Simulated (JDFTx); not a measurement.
# BaS under changes of volume

One of the cells (32.576 Å³/atom); the others are scaled copies at fixed shape and fractional positions:

```
Ba S
1.0
     0.00000    3.19375    3.19375
     3.19375    0.00000    3.19375
     3.19375    3.19375    0.00000
Ba S
1 1
Direct
  0.00000 0.00000 0.00000
  0.50000 0.50000 0.50000
```

```yaml
Program: JDFTx 1.7.0 (patched build)
Functional: LDA
Potentials_or_basis: PseudoDojo-SR-LDA-0.4.1-standard with smoothed tails
Cutoff: 735 eV
Density_cutoff: 5878 eV
k_mesh: 7 × 7 × 7
Occupations: fermi-dirac, width 0.05 eV
Spin: no spin polarisation
```

```csv
volume (Å³/atom),energy over the lowest point (meV/atom),pressure (GPa),gap on the mesh (eV)
30.622,?,?,?
31.273,0.00,-0.4,1.94
31.925,3.53,-1.3,1.97
32.576,10.73,-2.2,2.01
33.228,21.22,-3.0,2.04
33.879,34.62,-3.6,2.07
34.531,50.62,-4.2,2.09
```

Problem. What does the run at 30.622 Å³/atom give?

Solution. Energy over the lowest point 0.61 meV/atom; pressure 0.7 GPa; gap on the mesh 1.90 eV.

Worked out: A Birch-Murnaghan fit of order 3 (a polynomial in V^(-2/3)) to the other rows has its minimum at 31.04 Å³/atom, just outside them, with B0 = V·E''(V) = 51 GPa and B' = 4.6. It gives 0.62 meV/atom at 30.622 Å³/atom, against the run's 0.61, and -dE/dV = 0.7 GPa, against 0.7. A straight line through the other rows of the gap, of slope 1.56 eV per unit of ln V, extrapolates to 1.91 eV, against the run's 1.90.

Energies are extrapolated to zero smearing.

Caveats: this release of the barium file is off; spin-orbit coupling is left out, which moves the levels of the heavy elements; an odd mesh through Γ misses points on the zone boundary, where band edges often lie.
